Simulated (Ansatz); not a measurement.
# Stress against strain in MoS$_{2}$

```
CELL_PARAMETERS angstrom
1.58150 0.91308 6.12333
-1.58150 0.91308 6.12333
0.00000 -1.82616 6.12333
ATOMIC_POSITIONS crystal
Mo 0.00000 0.00000 0.00000
S 0.74840 0.74840 0.74840
S 0.58490 0.58490 0.58490
```

Atoms are numbered in the order listed.

The geometry is COD entry 9007661, unchecked; take it as a test cell.

The calculation used DFT, PBEsol, all-electron LAPW, scalar-relativistic (Ansatz 0.2.0).

Numerical set-up: a Γ-centred 13×13×13 k mesh, Fermi–Dirac smearing of 0.05 eV, basis error target 0.5 meV/atom, no spin polarisation.

The strain is applied along the Cartesian axes of the cell as listed (the other components stay zero). Fractional coordinates are held (clamped ions).

σ is the change of stress from the unstrained cell, which is at 4.25 GPa; tension is positive, so slopes are stress–strain coefficients at that pressure.

Only quantities that a quadratic follows smoothly over the whole series are listed; rougher ones are left out.

```csv
εxx = εyy,σzz (GPa),σxx (GPa)
-0.0300,-8.67,-12.72
-0.0200,-5.48,-8.09
-0.0100,-2.60,-3.86
0.0000,0.00,0.00
0.0200,4.45,6.70
0.0300,6.34,9.59
```

Fit the series and read off the stiffness at zero strain.

Least-squares fits y = p0 + p1 x + p2 x² to the rows give σzz (GPa): p1 = 250, p2 = -1300; σxx (GPa): p1 = 371, p2 = -1800. So C13 + C23 = 250 GPa and C11 + C12 = 371 GPa, for these axes.

One run, at εxx = εyy = 0.0100, is withheld. Predict its row.

The fits give 2.38, 3.55; the run gave 2.34, 3.51.
